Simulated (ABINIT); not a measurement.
# BaO (Fm-3m): G0W0 in ABINIT against the bands in the self-energy, part 2 of 2

Aim: move the bands in the self-energy of a G0W0 run on BaO (Fm-3m) over a wide range.

ABINIT 10.8.3; PBE and many-body steps on it, plane waves. Known limits of the many-body steps: not at the basis limit; no spin-orbit coupling.

So far. Step 2 (Screening, 6×6×6 mesh, 275 bands, screening to 272.1 eV): Local fields lower ε∞ by 11 %.

The database entry behind the starting cell differs from later determinations by our own check (about 0.7 % short), so it need not match the best structure at ambient conditions.

## Step 5: 75 bands

Level of this step: G0W0 on PBE, plane waves, norm-conserving pseudopotentials (ABINIT).

The self-energy is evaluated for the states that the input lists, and the levels follow from it, in one-shot runs by the linearised quasiparticle equation.

run.abi

```
acell 3*1.0 Angstrom
rprim 
  -0.000000000000 2.750000000000 2.750000000000
  2.750000000000 -0.000000000000 2.750000000000
  2.750000000000 2.750000000000 -0.000000000000
ntypat 2
znucl 56 8
natom 2
typat 1 2
xred 
  0.000000000000 0.000000000000 0.000000000000
  0.500000000000 0.500000000000 0.500000000000
pp_dirpath "pseudos"
pseudos "Ba.upf, O.upf"
ecut 36
ngkpt 6 6 6
nshiftk 1
shiftk 0 0 0
kptopt 1
chksymbreak 0
istwfk *1
occopt 1
irdwfk 1
optdriver 4
nband 75
gwcalctyp 0
ecutsigx 36
symsigma 1
nkptgw 2
kptgw 
  0.5000000000 0.5000000000 0.0000000000
  0.0000000000 0.0000000000 0.0000000000
bdgw 
  6 10
  6 12
ecuteps 10
irdscr 1
ppmodel 1
indata_prefix "in"
outdata_prefix "out"
tmpdata_prefix "tmp"
```

On the command line:

```
$ OMP_NUM_THREADS=1 mpirun -n 8 abinit run.abi > log
```

Output:

```text
.Version 10.8.3 of ABINIT. v10.8.2 released Aug 2026.

 Symmetries : space group Fm -3 m (#225); Bravais cF (face-center cubic)
[... echo of the input left out ...]
== DATASET  1 ==================================================================
-   mpi_nproc: 8, omp_nthreads: 1 (-1 if OMP is not activated)

--- !DatasetInfo
iteration_state: {dtset: 1, }
dimensions: {natom: 2, nkpt: 16, mband: 75, nsppol: 1, nspinor: 1, nspden: 1, mpw: 2914, }
cutoff_energies: {ecut:  36.0, pawecutdg:  -1.0, }
[...]
Band     E0 <VxcDFT>   SigX SigC(E0)      Z dSigC/dE  Sig(E)    E-E0       E
[...]
11  10.476  -9.827  -4.987  -3.989   0.841  -0.189  -9.111   0.716  11.192
       12  10.476  -9.827  -4.987  -3.989   0.841  -0.189  -9.111   0.716  11.192

== END DATASET(S) ==============================================================
================================================================================

 -outvars: echo values of variables after computation  --------
           etotal      0.0000000000E+00
            nband          75
             nkpt          16
          spgroup         225
 [... the other variables as echoed above ...]

 Calculation completed.
```

Wall time 25 s (8 MPI ranks of Intel Xeon Platinum 8488C (Sapphire Rapids), shared host); peak memory 2.8 GiB.

This step gave:

```yaml
g0w0_gap_on_the_points_computed: 2.788 eV
starting_gap_on_the_mesh: 1.938 eV
k_of_the_valence_top: 0.5, 0.5, 0
k_of_the_conduction_bottom: 0.5, 0.5, 0
least_direct_g0w0_gap_on_the_computed_points: 2.788 eV
```

The gap on the mesh goes from 1.94 eV to 2.79 eV, a correction of +0.85 eV.

## Step 6: 164 bands

Edit run.abi of step 5 so:

```diff
@@ -24,3 +24,3 @@
 optdriver 4
-nband 75
+nband 164
 gwcalctyp 0
```

Output:

```text
.Version 10.8.3 of ABINIT. v10.8.2 released Aug 2026.

 Symmetries : space group Fm -3 m (#225); Bravais cF (face-center cubic)
[... echo of the input left out ...]
== DATASET  1 ==================================================================
-   mpi_nproc: 8, omp_nthreads: 1 (-1 if OMP is not activated)

--- !DatasetInfo
iteration_state: {dtset: 1, }
dimensions: {natom: 2, nkpt: 16, mband: 164, nsppol: 1, nspinor: 1, nspden: 1, mpw: 2914, }
cutoff_energies: {ecut:  36.0, pawecutdg:  -1.0, }
[...]
Band     E0 <VxcDFT>   SigX SigC(E0)      Z dSigC/dE  Sig(E)    E-E0       E
[...]
11  10.476  -9.827  -4.987  -4.130   0.841  -0.190  -9.230   0.597  11.072
       12  10.476  -9.827  -4.987  -4.130   0.841  -0.190  -9.230   0.597  11.072

== END DATASET(S) ==============================================================
================================================================================

 -outvars: echo values of variables after computation  --------
           etotal      0.0000000000E+00
            nband         164
             nkpt          16
          spgroup         225
 [... the other variables as echoed above ...]

 Calculation completed.
```

It took 40 s on 8 MPI ranks; peak memory 3.5 GiB; 5.3 min of CPU time.

This step gave:

* G0W0 gap on the points computed: 2.968 eV
* starting gap on the mesh: 1.938 eV
* k of the valence top: 0.5, 0.5, 0
* k of the conduction bottom: 0.5, 0.5, 0
* least direct G0W0 gap on the computed points: 2.968 eV

Against the run before, the gap moves by +0.180 eV.

## Step 7: 275 bands

Edit run.abi of step 6 so:

```diff
@@ -24,3 +24,3 @@
 optdriver 4
-nband 164
+nband 275
 gwcalctyp 0
```

Output:

```text
.Version 10.8.3 of ABINIT. v10.8.2 released Aug 2026.

 Symmetries : space group Fm -3 m (#225); Bravais cF (face-center cubic)
[... echo of the input left out ...]
== DATASET  1 ==================================================================
-   mpi_nproc: 8, omp_nthreads: 1 (-1 if OMP is not activated)

--- !DatasetInfo
iteration_state: {dtset: 1, }
dimensions: {natom: 2, nkpt: 16, mband: 275, nsppol: 1, nspinor: 1, nspden: 1, mpw: 2914, }
cutoff_energies: {ecut:  36.0, pawecutdg:  -1.0, }
[...]
Band     E0 <VxcDFT>   SigX SigC(E0)      Z dSigC/dE  Sig(E)    E-E0       E
[...]
11  10.476  -9.827  -4.987  -4.167   0.840  -0.190  -9.262   0.565  11.041
       12  10.476  -9.827  -4.987  -4.167   0.840  -0.190  -9.262   0.565  11.041

== END DATASET(S) ==============================================================
================================================================================

 -outvars: echo values of variables after computation  --------
           etotal      0.0000000000E+00
            nband         275
             nkpt          16
          spgroup         225
 [... the other variables as echoed above ...]

 Calculation completed.
```

The job ended after 71 s (8 MPI ranks; peak memory 4.3 GiB; 9.4 min of CPU time).

This step gave:

```yaml
g0w0_gap_on_the_points_computed: 3.039 eV
starting_gap_on_the_mesh: 1.938 eV
k_of_the_valence_top: 0.5, 0.5, 0
k_of_the_conduction_bottom: 0.5, 0.5, 0
least_direct_g0w0_gap_on_the_computed_points: 3.039 eV
```

Against the run before, the gap moves by +0.071 eV.

## Step 8: The runs together

Times are wall times on 8 MPI ranks of Intel Xeon Platinum 8488C (Sapphire Rapids), shared host, good to a factor of about two. A run's time includes the screening step that it read.

```
      run   mesh  bands  screening cutoff (eV)  DFT gap (eV)  gap on the mesh (eV)  direct (eV)  ε∞ used     time
 16 bands  6×6×6     16                  272.1         1.938                 2.545        2.545     4.01    4 min
 31 bands  6×6×6     31                  272.1         1.938                 2.532        2.532     4.01  4.1 min
 75 bands  6×6×6     75                  272.1         1.938                 2.788        2.788     4.01  4.3 min
164 bands  6×6×6    164                  272.1         1.938                 2.968        2.968     4.01  4.6 min
275 bands  6×6×6    275                  272.1         1.938                 3.039        3.039     4.01  5.1 min
```

## Step 9: Results

| Quantity | Value |
| --- | --- |
| 16 bands | 2.545 eV |
| 31 bands | 2.532 eV |
| 75 bands | 2.788 eV |
| 164 bands | 2.968 eV |
| 275 bands | 3.039 eV |
| known limits | not at the basis limit; no spin-orbit coupling |

In words: The setting moved: bands in the self-energy. From 16 bands to 275 bands the gap moves by +0.49 eV. The last step still moves it by +0.071 eV. Bands and screening cutoff are coupled, so a series along one setting does not show full convergence. Bands and cutoff are finite, so the gap is not at the basis limit. The miss can reach some tenths of an eV and take either sign; the mesh is an error of its own. In the G0W0 runs levels were corrected at 2 k points alone, so a gap called «on the mesh» is the least over those, and an edge elsewhere would be missed. The many-body steps are scalar-relativistic: spin-orbit coupling is not in them.

[Paths, hosts, dates, memory and timing lines, banners, echoed tables and standing remarks are left out of the program output.]

[Logs are printed without paths, hosts, clocks, repeated set-up lines and the standing remarks that a program may print on its own settings, such as how far it seeks lower states.]

[Runs of the session that timed out or met a known fault of the program may be left out.]

[Hosts, paths, dates, database ids (printed as entryN), source tags and the programs' standing remarks are cut or masked in the printed files.]

[G0W0 gaps are taken among the corrected bands and points alone; a level outside them can change the order at an edge.]

[Where Ansatz stands beside ABINIT at settings called matched, ABINIT's density can come from a denser mesh and the files from another edition; pairs whose starting gaps differed by over 0.03 eV were left out, so agreement reads better than it is.]
